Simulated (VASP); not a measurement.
# MgS in VASP: one cell, several levels of theory

Aim: gap, levels, forces and stress of MgS built on the zincblende prototype at fixed geometry. Runs: PBE, r2SCAN. This is a trial cell built on a prototype, not taken from a measured structure, and it needn't be the compound's ground state.

Program: VASP 6.6.1. PAW datasets, plane waves. Spin-unpolarised throughout. Whether this structure exists isn't addressed.

### Step 1. Starting point

The cell comes from an earlier relaxation with r2SCAN in another program.

Space group F-43m (No. 216), cubic; a = 5.662 Å in the conventional setting, 22.69 Å³ an atom. Mg has 4 S at 2.45 Å; S has 4 Mg at 2.45 Å.

Coordinates:

```cif
data_structure
_symmetry_space_group_name_H-M 'F-43m'
_symmetry_Int_Tables_number 216
_cell_length_a 5.6618
_cell_length_b 5.6618
_cell_length_c 5.6618
_cell_angle_alpha 90.000
_cell_angle_beta 90.000
_cell_angle_gamma 90.000
_cell_volume 181.49
loop_
_atom_site_label
_atom_site_type_symbol
_atom_site_symmetry_multiplicity
_atom_site_Wyckoff_symbol
_atom_site_fract_x
_atom_site_fract_y
_atom_site_fract_z
_atom_site_occupancy
Mg1 Mg 4 a 0.00000 0.00000 0.00000 1
S1 S 4 d 0.25000 0.25000 0.75000 1
```

### Step 2. PBE at this geometry

The input, INCAR:

```
ENCUT = 520.000000
SIGMA = 0.020000
EDIFF = 1.00e-07
GGA = PE
PREC = Accurate
IBRION = -1
ISIF = 2
ISMEAR = -1
NBANDS = 11
NELM = 120
NSW = 0
LASPH = .TRUE.
LCHARG = .FALSE.
LWAVE = .FALSE.
LREAL = .FALSE.
```

The input, KPOINTS:

```
KPOINTS created by Atomic Simulation Environment
0
Gamma
8 8 8
0 0 0
```

The input, KPOINTS_OPT:

```
special points
6
Reciprocal
0.0000000000 0.0000000000 0.0000000000 1
-0.5000000000 -0.5000000000 0.0000000000 1
-0.3750000000 -0.3750000000 0.2500000000 1
-0.3750000000 0.0000000000 0.3750000000 1
0.0000000000 0.0000000000 0.5000000000 1
-0.5000000000 -0.2500000000 0.2500000000 1
```

The input, POSCAR:

```
Mg S
 1.0000000000000000
     0.0000000000000000    2.8308768411016469    2.8308768411016469
     2.8308768411016469    0.0000000000000000    2.8308768411016469
     2.8308768411016469    2.8308768411016469    0.0000000000000000
 Mg  S
   1   1
Cartesian
  0.0000000000000000  0.0000000000000000  0.0000000000000000
  1.4154384205508233  1.4154384205508233  1.4154384205508233
```

Potentials: the recommended PBE PAW datasets, 8 valence electrons in the neutral cell.

Launch:

```bash
$ mpirun -np 1 vasp_std
```

Standard output, without the iteration lines:

```text
POSCAR found type information on POSCAR MgS
 POSCAR found :  2 types and       2 ions
 LDA part: xc-table for (Slater+PW92), standard interpolation
 POSCAR, INCAR and KPOINTS ok, starting setup
 FFT: planning ... GRIDC
 FFT: planning ... GRID_SOFT
 FFT: planning ... GRID
 WAVECAR not read
 entering main loop
 Start KPOINTS_OPT (optional k-point list driver)
k-point batch [1-6\6]
```

OSZICAR:

```text
N       E                     dE             d eps       ncg     rms          rms(c)
DAV:   1     0.240010196406E+02    0.24001E+02   -0.32925E+03   654   0.568E+02
DAV:   2    -0.704207745163E+01   -0.31043E+02   -0.29023E+02   798   0.972E+01
DAV:   3    -0.897243468518E+01   -0.19304E+01   -0.19269E+01   772   0.264E+01
DAV:   4    -0.898788931824E+01   -0.15455E-01   -0.15452E-01   774   0.284E+00
DAV:   5    -0.898805695511E+01   -0.16764E-03   -0.16764E-03   778   0.294E-01    0.404E+00
DAV:   6    -0.849820634142E+01    0.48985E+00   -0.12278E+00   700   0.412E+00    0.310E+00
DAV:   7    -0.846369678464E+01    0.34510E-01   -0.26922E-01   761   0.211E+00    0.242E+00
DAV:   8    -0.847132238105E+01   -0.76256E-02   -0.23388E-02   689   0.924E-01    0.136E+00
DAV:   9    -0.847045142342E+01    0.87096E-03   -0.23848E-03   701   0.242E-01    0.441E-01
DAV:  10    -0.847065940717E+01   -0.20798E-03   -0.67398E-04   722   0.122E-01    0.910E-02
DAV:  11    -0.847066463150E+01   -0.52243E-05   -0.54462E-05   767   0.301E-02    0.554E-02
DAV:  12    -0.847066603752E+01   -0.14060E-05   -0.69863E-06   719   0.131E-02    0.642E-03
DAV:  13    -0.847066602619E+01    0.11331E-07   -0.30595E-07   802   0.279E-03
   1 F= -.84706660E+01 E0= -.84706660E+01  d E =-.327640E-11
       N       E                     dE             ncg
DAV:   1     0.397687684597E+03   -0.12165E+04      132
DAV:   2     0.221360042720E+03   -0.17633E+03      156
DAV:   3     0.209595970153E+03   -0.11764E+02      168
DAV:   4     0.209497130906E+03   -0.98839E-01      158
DAV:   5     0.209496070897E+03   -0.10600E-02      189
DAV:   6     0.209496059690E+03   -0.11207E-04      156
DAV:   7     0.209496059443E+03   -0.24660E-06      205
DAV:   8     0.209496059439E+03   -0.39446E-08      140
```

The lines after F= are the extra pass for the points of KPOINTS_OPT, at fixed density; their E is not a total energy.

Parts of OUTCAR:

```text
k-points           NKPTS =     29   k-points in BZ     NKDIM =     29   number of bands    NBANDS=     11

   NELECT =       8.0000    total number of electrons

   dimension x,y,z NGX =    30 NGY =   30 NGZ =   30
   dimension x,y,z NGXF=    60 NGYF=   60 NGZF=   60

  energy-cutoff  :      520.00
  volume of cell :       45.37
      direct lattice vectors                 reciprocal lattice vectors
     0.000000000  2.830876841  2.830876841    -0.176623721  0.176623721  0.176623721
     2.830876841  0.000000000  2.830876841     0.176623721 -0.176623721  0.176623721
     2.830876841  2.830876841  0.000000000     0.176623721  0.176623721 -0.176623721

 k-points in reciprocal lattice and weights: KPOINTS created by Atomic Simulation Env
   0.00000000  0.00000000  0.00000000       0.002
   0.12500000  0.00000000  0.00000000       0.016
   0.25000000  0.00000000  0.00000000       0.016
   0.37500000  0.00000000  0.00000000       0.016
   0.50000000  0.00000000  0.00000000       0.008
   0.12500000  0.12500000  0.00000000       0.012
   0.25000000  0.12500000  0.00000000       0.047
   0.37500000  0.12500000  0.00000000       0.047
[... 21 more k-points ...]

 E-fermi :   1.4986

 k-point     1 :       0.0000    0.0000    0.0000
  band No.  band energies     occupation
      1     -10.2041      2.00000
      2       1.0631      2.00000
      3       1.0631      2.00000
      4       1.0631      2.00000
      5       4.5214      0.00000
      6       9.0133      0.00000
      7       9.0133      0.00000
      8       9.0133      0.00000
      9      11.8944      0.00000
     10      11.8944      0.00000
     11      14.7873      0.00000

 k-point     2 :       0.1250    0.0000    0.0000
  band No.  band energies     occupation
      1     -10.1169      2.00000
      2       0.3837      2.00000
      3       1.0100      2.00000
      4       1.0100      2.00000
      5       5.1808      0.00000
      6       8.8236      0.00000
      7       9.1906      0.00000
      8       9.1906      0.00000
      9      11.4377      0.00000
     10      11.4377      0.00000
     11      14.1855      0.00000

 k-point     3 :       0.2500    0.0000    0.0000
  band No.  band energies     occupation
      1      -9.8909      2.00000
      2      -0.7864      2.00000
      3       0.8900      2.00000
      4       0.8900      2.00000
      5       6.0350      0.00000
      6       8.8559      0.00000
      7       9.2273      0.00000
      8       9.2273      0.00000
      9      11.4905      0.00000
     10      11.4905      0.00000
     11      13.3202      0.00000

 k-point     4 :       0.3750    0.0000    0.0000
  band No.  band energies     occupation
      1      -9.6382      2.00000
      2      -1.7115      2.00000
      3       0.7799      2.00000
      4       0.7799      2.00000
      5       6.2102      0.00000
      6       8.8719      0.00000
      7       8.8719      0.00000
      8       9.4242      0.00000
      9      12.7871      0.00000
     10      12.7871      0.00000
     11      13.3166      0.00000

 k-point     5 :       0.5000    0.0000    0.0000
  band No.  band energies     occupation
      1      -9.5237      2.00000
      2      -2.0626      2.00000
      3       0.7368      2.00000
      4       0.7368      2.00000
      5       6.1787      0.00000
      6       8.7017      0.00000
      7       8.7017      0.00000
      8       9.6697      0.00000
      9      13.9501      0.00000
     10      14.2364      0.00000
     11      14.2364      0.00000

 k-point     6 :       0.1250    0.1250    0.0000
  band No.  band energies     occupation
      1     -10.0879      2.00000
      2       0.3848      2.00000
      3       0.8830      2.00000
      4       0.8830      2.00000
      5       5.4031      0.00000
      6       8.4680      0.00000
      7       9.4367      0.00000
      8       9.4367      0.00000
      9      10.4788      0.00000
     10      12.1578      0.00000
     11      15.4597      0.00000

 k-point     7 :       0.2500    0.1250    0.0000
  band No.  band energies     occupation
      1      -9.9079      2.00000
      2      -0.4855      2.00000
      3       0.7178      2.00000
      4       0.7544      2.00000
      5       6.2026      0.00000
      6       8.2077      0.00000
      7       9.1857      0.00000
      8       9.7380      0.00000
      9      10.5717      0.00000
     10      12.3338      0.00000
     11      14.5223      0.00000

 k-point     8 :       0.3750    0.1250    0.0000
  band No.  band energies     occupation
      1      -9.6610      2.00000
      2      -1.4023      2.00000
      3       0.5502      2.00000
      4       0.6121      2.00000
      5       6.5921      0.00000
      6       8.2293      0.00000
      7       9.0832      0.00000
      8       9.4935      0.00000
      9      11.8193      0.00000
     10      13.3622      0.00000
     11      14.0974      0.00000

 k-point     9 :       0.5000    0.1250    0.0000
  band No.  band energies     occupation
      1      -9.4945      2.00000
      2      -1.9061      2.00000
      3       0.3543      2.00000
      4       0.6166      2.00000
      5       6.6622      0.00000
      6       7.9435      0.00000
      7       9.1501      0.00000
      8       9.9422      0.00000
      9      12.9495      0.00000
     10      14.2650      0.00000
     11      14.8089      0.00000

 k-point    10 :      -0.3750    0.1250    0.0000
  band No.  band energies     occupation
      1      -9.5327      2.00000
      2      -1.7936      2.00000
      3       0.2764      2.00000
      4       0.7269      2.00000
      5       6.7568      0.00000
      6       8.0451      0.00000
      7       9.0827      0.00000
      8       9.7987      0.00000
      9      12.4380      0.00000
     10      13.9064      0.00000
     11      14.7928      0.00000

 k-point    11 :      -0.2500    0.1250    0.0000
  band No.  band energies     occupation
      1      -9.7450      2.00000
      2      -1.1255      2.00000
      3       0.3750      2.00000
      4       0.8890      2.00000
      5       6.6853      0.00000
      6       8.4852      0.00000
      7       8.9974      0.00000
      8       9.3440      0.00000
      9      10.8894      0.00000
     10      13.1507      0.00000
     11      14.2436      0.00000

 k-point    12 :      -0.1250    0.1250    0.0000
  band No.  band energies     occupation
      1      -9.9829      2.00000
      2      -0.2323      2.00000
      3       0.6700      2.00000
      4       1.0114      2.00000
      5       5.9397      0.00000
      6       8.5525      0.00000
      7       9.2924      0.00000
      8       9.4041      0.00000
      9      10.5444      0.00000
     10      11.9141      0.00000
     11      14.7228      0.00000

 k-point    13 :       0.2500    0.2500    0.0000
  band No.  band energies     occupation
      1      -9.7878      2.00000
      2      -0.6788      2.00000
      3       0.4963      2.00000
      4       0.4963      2.00000
      5       6.2282      0.00000
      6       7.5790      0.00000
      7       9.4812      0.00000
      8      10.5464      0.00000
      9      10.5464      0.00000
     10      12.9323      0.00000
     11      16.5581      0.00000

 k-point    14 :       0.3750    0.2500    0.0000
  band No.  band energies     occupation
      1      -9.5874      2.00000
      2      -1.2230      2.00000
      3       0.2027      2.00000
      4       0.3533      2.00000
      5       6.1502      0.00000
      6       7.5561      0.00000
      7       9.4497      0.00000
      8      10.7576      0.00000
      9      11.8254      0.00000
     10      13.8400      0.00000
     11      15.7840      0.00000

 k-point    15 :       0.5000    0.2500    0.0000
  band No.  band energies     occupation
      1      -9.4201      2.00000
      2      -1.5798      2.00000
      3      -0.2509      2.00000
      4       0.3539      2.00000
      5       6.2775      0.00000
      6       8.0496      0.00000
      7       9.5794      0.00000
      8      10.3711      0.00000
      9      12.7035      0.00000
     10      14.4156      0.00000
     11      15.6140      0.00000

 k-point    16 :      -0.3750    0.2500    0.0000
  band No.  band energies     occupation
      1      -9.4001      2.00000
      2      -1.5651      2.00000
      3      -0.5486      2.00000
      4       0.4971      2.00000
      5       6.7100      0.00000
      6       8.2112      0.00000
      7       9.8363      0.00000
      8      10.0243      0.00000
      9      12.4883      0.00000
     10      12.6292      0.00000
     11      16.0268      0.00000

[... the tables of k-points 17 to 29 left out ...]

  Total        0.2641505      0.2641505      0.2641505      0.0000000      0.0000000      0.0000000
  in kB        9.3275842      9.3275842      9.3275842      0.0000000      0.0000000      0.0000000
  external PRESSURE =       9.3275842 kB  Pullay stress =       0.0000000 kB

 POSITION                                       TOTAL-FORCE (eV/Angst)
 -----------------------------------------------------------------------------------
      0.00000      0.00000      0.00000        -0.000000     -0.000000     -0.000000
      1.41544      1.41544      1.41544         0.000000      0.000000      0.000000
 -----------------------------------------------------------------------------------
    total drift:                                0.000000      0.000000      0.000000

  FREE ENERGIE OF THE ION-ELECTRON SYSTEM (eV)
  ---------------------------------------------------
  free  energy   TOTEN  =        -8.4706660262 eV

  energy  without entropy=       -8.4706660262  energy(sigma->0) =       -8.47066603
```

It took 18 s on 1 MPI rank of Intel Xeon Platinum 8488C, shared host; peak memory 0.18 GiB.

The levels at the points of KPOINTS_OPT are read from vasprun.xml.

Near the gap, in eV above the top of the last filled band v; c is the band after it:

```
point    v−1      v     c   c+1
    Γ   0.00   0.00  3.46  7.95
    X  -1.03  -1.03  3.89  5.65
    U  -1.87  -0.81  4.84  6.98
    K  -1.87  -0.81  4.84  6.98
    L  -0.33  -0.33  5.12  7.64
    W  -1.83  -1.32  5.54  7.92
```

PBE gives a direct gap of 3.46 eV at Γ. Pressure: 0.93 GPa; the forces vanish within 0.01 eV/Å.

(Part 1 of 2 ends here.)
